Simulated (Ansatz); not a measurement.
This cell of CsPbI3 (cubic perovskite) is off equilibrium:

```
CELL_PARAMETERS angstrom
      6.33267     0.00000     0.00000
      0.00000     6.33267     0.00000
      0.00000     0.00000     6.33267
ATOMIC_POSITIONS crystal
  Cs 0.00000 0.00000 0.00000
  Pb 0.50000 0.50000 0.50000
  I  0.00000 0.50000 0.50000
  I  0.48250 0.48250 0.98250
  I  0.50000 0.00000 0.50000
```

Computed with r2SCAN (plane waves to 500 eV, PAW, scalar-relativistic; Ansatz, a program for electronic structure). k mesh 4×4×4 (Γ-centred), Fermi-Dirac smearing 0.05 eV. The energy includes the smearing's −TS. Stress and pressure are positive under compression. On this mesh the relaxed cell isn't quite at rest: it carries a pressure of 0.1 GPa (compression positive) at the zero of the scan. CsPbI3 was relaxed with its symmetry unable to fall. Spin-orbit coupling is left out, though I and Pb are heavy. This is a high-temperature form of CsPbI3.

What forces act on the atoms (eV/Å, Cartesian)?


```json
[
 {"atom": "Cs1", "Fx": "0.005", "Fy": "0.005", "Fz": "-0.008"},
 {"atom": "Pb2", "Fx": "0.011", "Fy": "0.011", "Fz": "-0.130"},
 {"atom": "I3", "Fx": "-0.039", "Fy": "0.005", "Fz": "-0.038"},
 {"atom": "I4", "Fx": "0.019", "Fy": "0.019", "Fz": "0.214"},
 {"atom": "I5", "Fx": "0.005", "Fy": "-0.039", "Fz": "-0.038"}
]
```

In it atom 4 sits (-0.111, -0.111, -0.111) Å away from its relaxed site. What is its energy relative to the relaxed cell?

13.1 meV/cell.

(For displaced atoms, the force is minus the slope of the energy, and its curvature is a force constant, which sets phonon frequencies.)
